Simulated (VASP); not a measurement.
# H (Cm) in VASP: a series of runs

The runs below take H through single point, with PBEsol.

Program: VASP 6.6.1. These are calculated values, not measurements. Logs are shortened: lines on timing, memory, paths and dates and some standing lists are left out, and cuts for length are marked.

## Step 1: The cell of the first run

It takes space group Cm (No. 8, monoclinic). Conventional cell: a = 6.651 Å, b = 3.840 Å, c = 5.047 Å, α = 90.00°, β = 90.00°, γ = 90.00°. H (site symmetry m) is surrounded by 1 H at 0.74 Å. H (site symmetry m) has 1 H at 0.74 Å as nearest neighbours. H (site symmetry m) has 1 H at 0.74 Å as nearest neighbours. Around H (site symmetry m) lie 1 H at 0.74 Å.

## Step 2: Single point, PBEsol (one atom moved)

Contents of INCAR:

```
SYSTEM = H
PREC     = Accurate       ! precision mode
ENCUT    = 520            ! plane-wave cutoff, eV
EDIFF    = 1E-6           ! SCF threshold, eV
ISMEAR   = 0              ! smearing method
SIGMA    = 0.02           ! smearing width, eV
LREAL    = .False.        ! projectors in reciprocal space
LASPH    = .True.         ! aspherical terms in the spheres
NELM     = 100            ! most SCF steps
ALGO     = Normal         ! electronic algorithm
ISIF     = 2              ! what is computed and relaxed
LWAVE    = .False.        ! write WAVECAR
LCHARG   = .False.        ! write CHGCAR
GGA      = PS             ! functional
NBANDS   = 10             ! bands
```

Contents of KPOINTS:

```
regular mesh
0
Gamma
  9 9 6
  0 0 0
```

Contents of POSCAR:

```
H
1.0
    3.8401304226      0.0000000000      0.0000000000
   -1.9200652113      3.3256504998      0.0000000000
    0.0000000000      0.0000000000      5.0466615500
H
4
Direct
    0.3333333300      0.6666666700      0.1764958800
    0.6666666700      0.3333333300      0.6764958800
    0.6734322637      0.3468645174      0.8235041200
    0.3333333300      0.6666666700      0.3235041200
```

Potentials or basis: VASP PAW PBE potentials, release 64 (H).

Started as:

```
$ cat potpaw_PBE.64/H/POTCAR > POTCAR
$ mpirun -np 1 vasp_std > vasp.out
```

OUTCAR:

```text
SYSTEM = H
   PREC = Accurate
   ENCUT = 520
   EDIFF = 1E-6
   ISMEAR = 0
   LREAL = .False.
   LASPH = .True.
   NELM = 100
   ISIF = 2
   GGA = PS

 ion  position               nearest neighbor table
   1  0.333  0.667  0.176-   4 0.74
   2  0.667  0.333  0.676-   3 0.74
   3  0.673  0.347  0.824-   2 0.74
   4  0.333  0.667  0.324-   1 0.74

  LATTYP: Found a hexagonal cell.
 ALAT       =     3.8401304226
 C/A-ratio  =     1.3141901432

  Lattice vectors:

 A1 = (   3.8401304226,   0.0000000000,   0.0000000000)
 A2 = (  -1.9200652113,   3.3256504998,   0.0000000000)
 A3 = (   0.0000000000,   0.0000000000,   5.0466615500)

Analysis of symmetry for initial positions (statically):
=====================================================================
 Subroutine PRICEL returns:
 Original cell was already a primitive cell.

 Routine SETGRP: Setting up the symmetry group for a
 hexagonal supercell.

 Subroutine GETGRP returns: Found  2 space group operations
 (whereof  2 operations were pure point group operations)
 out of a pool of 24 trial point group operations.

The static configuration has the point symmetry C_1h.

Analysis of symmetry for dynamics (positions and initial velocities):
=====================================================================
 Subroutine PRICEL returns:
 Original cell was already a primitive cell.

 Routine SETGRP: Setting up the symmetry group for a
 hexagonal supercell.

 Subroutine GETGRP returns: Found  2 space group operations
 (whereof  2 operations were pure point group operations)
 out of a pool of 24 trial point group operations.

The dynamic configuration has the point symmetry C_1h.

 Subroutine INISYM returns: Found  2 space group operations
 (whereof  2 operations are pure point group operations),
 and found     1 'primitive' translations

----------------------------------------------------------------------------------------

                                     Primitive cell

  volume of cell :      64.4506

  direct lattice vectors                    reciprocal lattice vectors
     3.840130423  0.000000000  0.000000000     0.260407822  0.150346526  0.000000000
    -1.920065211  3.325650500  0.000000000     0.000000000  0.300693052  0.000000000
     0.000000000  0.000000000  5.046661550     0.000000000  0.000000000  0.198150795

  length of vectors
     3.840130423  3.840130423  5.046661550     0.300693052  0.300693052  0.198150795

  position of ions in fractional coordinates (direct lattice)
     0.333333330  0.666666670  0.176495880
     0.666666670  0.333333330  0.676495880
     0.673432264  0.346864517  0.823504120
     0.333333330  0.666666670  0.323504120

  ion indices of the primitive-cell ions
   primitive index   ion index
                 1           1
                 2           2
                 3           3
                 4           4

----------------------------------------------------------------------------------------

 KPOINTS: regular mesh

Automatic generation of k-mesh.
 Grid dimensions read from file:
 generate k-points for:    9    9    6

 Generating k-lattice:

  Cartesian coordinates                     Fractional coordinates (reciprocal lattice)
     0.028934202  0.016705170  0.000000000     0.111111111  0.000000000  0.000000000
     0.000000000  0.033410339  0.000000000     0.000000000  0.111111111  0.000000000
     0.000000000  0.000000000  0.033025133     0.000000000  0.000000000  0.166666667

  Length of vectors
     0.033410339  0.033410339  0.033025133

  Shift w.r.t. Gamma in fractional coordinates (k-lattice)
     0.000000000  0.000000000  0.000000000

 Subroutine IBZKPT returns following result:
 ===========================================

 Found    140 irreducible k-points:

 Following reciprocal coordinates:
            Coordinates               Weight
  0.000000  0.000000  0.000000      1.000000
  0.111111 -0.000000  0.000000      4.000000
  0.000000  0.111111  0.000000      2.000000
  0.222222 -0.000000  0.000000      4.000000
  0.000000  0.222222  0.000000      2.000000
  0.333333 -0.000000  0.000000      4.000000
[... 16 lines left out ...]
 -0.222222 -0.444444  0.000000      4.000000
  0.444444  0.333333  0.000000      4.000000
 [... further k-points ...]
   k-points           NKPTS =    140   k-points in BZ     NKDIM =    140   number of bands    NBANDS=     10
   number of dos      NEDOS =    301   number of ions     NIONS =      4
   total plane-waves  NPLWV =  36000
   dimension x,y,z NGX =    30 NGY =   30 NGZ =   40
   dimension x,y,z NGXF=    60 NGYF=   60 NGZF=   80
   ions per type =               4
   NGX,Y,Z   is equivalent  to a cutoff of  12.99, 12.99, 13.18 a.u.
   NGXF,Y,Z  is equivalent  to a cutoff of  25.98, 25.98, 26.35 a.u.
 SYSTEM =  H
   PREC   = accura    normal or accurate (medium, high low for compatibility)
   ISTART =      0    job   : 0-new  1-cont  2-samecut
   ICHARG =      2    charge: 1-file 2-atom 10-const
   ISPIN  =      1    spin polarized calculation?
   LNONCOLLINEAR =      F non collinear calculations
   LSORBIT =      F    spin-orbit coupling
   LASPH  =      T    aspherical Exc in radial PAW
   ENCUT  =  520.0 eV  38.22 Ry    6.18 a.u.   7.14  7.14  9.38*2*pi/ulx,y,z
   NELM   =    100;   NELMIN=  2; NELMDL= -5     # of ELM steps
   EDIFF  = 0.1E-05   stopping-criterion for ELM
   LREAL  =      F    real-space projection
   EDIFFG = 0.1E-04   stopping-criterion for IOM
   NSW    =      0    number of steps for IOM
   IBRION =     -1    ionic relax: 0-MD 1-quasi-New 2-CG
   NFREE  =      0    steps in history (QN), initial steepest desc. (CG)
   ISIF   =      2    stress and relaxation
   ISYM   =      2    0-nonsym 1-usesym 2-fastsym
   POTIM  = 0.5000    time-step for ionic-motion
   TEBEG  =    0.0;   TEEND  =   0.0 temperature during run
   PSTRESS=    0.0 pullay stress
   NELECT =       4.0000    total number of electrons
   NUPDOWN=      -1.0000    fix difference up-down
   EMIN   =  10.00;   EMAX   =-10.00  energy-range for DOS
   EFERMI =   0.00;   METHOD = LEGACY
   ISMEAR =     0;   SIGMA  =   0.02  broadening in eV -4-tet -1-fermi 0-gaus
   EFERMI_NEDOS =   21; number of points for ismear=-14 and -15
   IALGO  =     38    algorithm
   IMIX   =      4    mixing-type and parameters
     AMIX     =   0.40;   BMIX     =  1.00
     AMIX_MAG =   1.60;   BMIX_MAG =  1.00
  volume/ion in A,a.u.               =      16.11       108.73
  Fermi-wavevector in a.u.,A,eV,Ry     =   0.648165  1.224855  5.716059  0.420119
  Thomas-Fermi vector in A             =   1.716710
   LORBIT       =      0    0 simple, 1 ext, 2 COOP (PROOUT), +10 PAW based schemes
   GGA     = PS    functional components
   LHFCALC =     F    Hartree Fock is set to
   AEXX    =    0.0000 exact exchange contribution
   IVDW    =     0    specifies the selected vdW correction
   LEPSILON=     F    determine dielectric tensor
   LRPA    =     F    only Hartree local field effects (RPA)
 non-spin polarized calculation
 Gauss-broadening in eV      SIGMA  =   0.02
  energy-cutoff  :      520.00
  volume of cell :       64.45
 maximum number of plane-waves:      1773
 NGX is ok and might be reduce to    30
   NGX = 15   NGY = 15   NGZ = 19

 number of electron       4.0000003 magnetization

 Free energy of the ion-electron system (eV)
  ---------------------------------------------------
  ext. energy  EPLUGINS =         0.00000000
  ---------------------------------------------------
  free energy    TOTEN  =       -13.04378861 eV

  energy without entropy =      -13.04378861  energy(sigma->0) =      -13.04378861

 E-fermi :  -8.6806     XC(G=0):  -4.4831

 val. band max:       -8.7594323042   @ k =   0.0000   0.0000   0.0000
 cond. band min:       0.5571900714   @ k =   0.0000   0.0000   0.0000
 fundamental gap:      9.3166223755
 Fermi energy:        -8.6805615364

 k-point     1 :       0.0000    0.0000    0.0000
  band No.  band energies     occupation
      1     -10.1818      2.00000
      2      -8.7594      2.00000
      3       0.5572      0.00000
      4       3.2184      0.00000
      5       6.2579      0.00000
      6       7.8037      0.00000
      7       8.3502      0.00000
      8       8.4136      0.00000
      9       9.7625      0.00000
     10       9.8313      0.00000

 k-point     2 :       0.1111   -0.0000    0.0000
  band No.  band energies     occupation
      1     -10.1167      2.00000
      2      -8.7647      2.00000
      3       0.7015      0.00000
      4       3.0235      0.00000
      5       5.6081      0.00000
      6       7.4830      0.00000
      7       7.7442      0.00000
      8       8.3277      0.00000
      9      10.5078      0.00000
     10      10.5995      0.00000

 k-point     3 :       0.0000    0.1111    0.0000
  band No.  band energies     occupation
      1     -10.1173      2.00000
      2      -8.7639      2.00000
      3       0.7007      0.00000
      4       3.0167      0.00000
      5       5.6230      0.00000
      6       7.5284      0.00000
      7       7.6919      0.00000
      8       8.3338      0.00000
      9      10.5459      0.00000
     10      10.5661      0.00000
[... 248 lines left out ...]
 k-point    23 :      -0.2222   -0.4444    0.0000
  band No.  band energies     occupation
      1      -9.3521      2.00000
      2      -9.0141      2.00000
      3       1.6742      0.00000
      4       2.9517      0.00000
      5       3.7008      0.00000
      6       4.1213      0.00000
      7       4.3962      0.00000
      8       7.4784      0.00000
      9       8.5675      0.00000
     10      10.9481      0.00000

 k-point    24 :       0.4444    0.3333    0.0000
  band No.  band energies     occupation
      1      -9.3370      2.00000
      2      -9.0308      2.00000
      3       1.7081      0.00000
      4       2.9834      0.00000
      5       3.6768      0.00000
      6       4.0839      0.00000
      7       4.3432      0.00000
      8       7.5049      0.00000
      9       8.6030      0.00000
     10      10.9456      0.00000

 [... further k-points ...]

------------------------ aborting loop because EDIFF is reached ----------------------------------------

  FORCE on cell =-STRESS in cart. coord.  units (eV):
  Direction    XX          YY          ZZ          XY          YZ          ZX
  --------------------------------------------------------------------------------------
  -------------------------------------------------------------------------------------
  Total       -0.0514726     -0.0510556      0.7886524      0.0000000      0.0241918      0.0000000
  in kB       -1.2795575     -1.2691909     19.6051172      0.0000000      0.6013842      0.0000000
  external PRESSURE =       5.6854563 kB  Pullay stress =       0.0000000 kB

 VOLUME and BASIS-vectors are now :
 -----------------------------------------------------------------------------
  energy-cutoff  :      520.00
  volume of cell :       64.45
      direct lattice vectors                 reciprocal lattice vectors
     3.840130423  0.000000000  0.000000000     0.260407822  0.150346526  0.000000000
    -1.920065211  3.325650500  0.000000000     0.000000000  0.300693052  0.000000000
     0.000000000  0.000000000  5.046661550     0.000000000  0.000000000  0.198150795

 POSITION                                       TOTAL-FORCE (eV/Angst)
 -----------------------------------------------------------------------------------
     -0.00000      2.21710      0.89071        -0.000000      0.001237     -0.605616
      1.92007      1.10855      3.41405        -0.000000     -0.033448     -0.554430
      1.92007      1.15355      4.15595         0.000000      0.033060      0.554420
     -0.00000      2.21710      1.63262        -0.000000     -0.000850      0.605626
 -----------------------------------------------------------------------------------
    total drift:                                0.000000     -0.000013     -0.000015

  FREE ENERGIE OF THE ION-ELECTRON SYSTEM (eV)
  ---------------------------------------------------
  free  energy   TOTEN  =       -13.0437886131 eV

  energy  without entropy=      -13.0437886131  energy(sigma->0) =      -13.04378861
```

Wall time 42 s (1 thread of Intel Xeon Platinum 8488C (Sapphire Rapids), shared host); peak memory 0.21 GiB.

What came out:

| Property | Result |
| --- | --- |
| Free energy | -13.0438 eV |
| Pressure | 0.6 GPa |
| Largest force | 0.606 eV/Å |
| Band gap on the k mesh | 9.32 eV, direct |

Forces in eV/Å, atoms in the order of the input:
```
H    0.000  0.001 -0.606
H    0.000 -0.033 -0.554
H    0.000  0.033  0.554
H    0.000 -0.001  0.606
```

Stress tensor (GPa, compression positive):
```
-0.13  0.00  0.00
 0.00 -0.13  0.06
 0.00  0.06  1.96
```

Levels at points of the mesh, in eV from the valence-band top:
```csv
k point,band 1,band 2,band 3,band 4,band 5,band 6
"(0.00, 0.00, 0.00)",-1.42,0.00,9.32,11.98,15.02,16.56
"(0.00, 0.00, 0.50)",-0.78,-0.77,10.37,10.38,17.14,17.16
```

Caveat: the PAW data sets were made with another functional, which shifts forces and pressure a little; an odd mesh through Γ misses points on the zone boundary, where band edges often lie.

## Step 3: Single point, PBEsol (strained and moved within a subgroup)

Contents of INCAR:

```
SYSTEM = H
PREC = Accurate
ENCUT = 520
EDIFF = 1E-6
ISMEAR = 0
SIGMA = 0.02
LREAL = .FALSE.
LASPH = .TRUE.
NELM = 100
ALGO = Fast
ISIF = 2
LWAVE = .FALSE.
LCHARG = .FALSE.
GGA = PS
NBANDS = 10
```

Contents of KPOINTS:

```
regular mesh
0
G
  9 9 6
  0 0 0
```

Contents of POSCAR:

```
H
1.0
    3.7483129042      0.0575251537     -0.0715416298
   -1.8243382076      3.1598378658      0.1430895565
   -0.0940193047      0.1628557682      5.3365417894
H
4
Direct
    0.2925619221      0.6509209930      0.1722876791
    0.7074380779      0.3583590608      0.6722876791
    0.6693209952      0.3300204657      0.8277123209
    0.3306790048      0.6606994805      0.3277123209
```

Potentials or basis: VASP PAW PBE potentials, release 64 (H).

Started as:

```
$ cat potpaw_PBE.64/H/POTCAR > POTCAR
$ mpirun -np 1 vasp_std > vasp.out
```

Wall time 42 s (1 thread of Intel Xeon Platinum 8488C (Sapphire Rapids), shared host); peak memory 0.2 GiB.

The run converged. Its results:

```
Free energy            : -12.8804 eV
Pressure               : -3.0 GPa
Largest force          : 2.030 eV/Å
Band gap on the k mesh : 7.94 eV, indirect (least direct gap 7.97 eV)
```

Forces in eV/Å, atoms in the order of the input:
```
H    0.266  0.140  2.008
H   -0.254 -0.160  2.008
H    0.253  0.160 -2.008
H   -0.265 -0.139 -2.008
```

Stress tensor (GPa, compression positive):
```
-0.27 -0.08 -0.02
-0.08 -0.17  0.04
-0.02  0.04 -8.57
```

Levels at points of the mesh, in eV from the valence-band top:
| k point | band 1 | band 2 | band 3 | band 4 | band 5 | band 6 |
| --- | --- | --- | --- | --- | --- | --- |
| (0.00, 0.00, 0.00) | -1.54 | -0.03 | 7.94 | 11.99 | 14.59 | 14.82 |
| (0.00, 0.00, 0.50) | -0.88 | -0.88 | 9.65 | 9.65 | 15.88 | 15.88 |

Caveat: the PAW data sets were made with another functional, which shifts forces and pressure a little; an odd mesh through Γ misses points on the zone boundary, where band edges often lie.
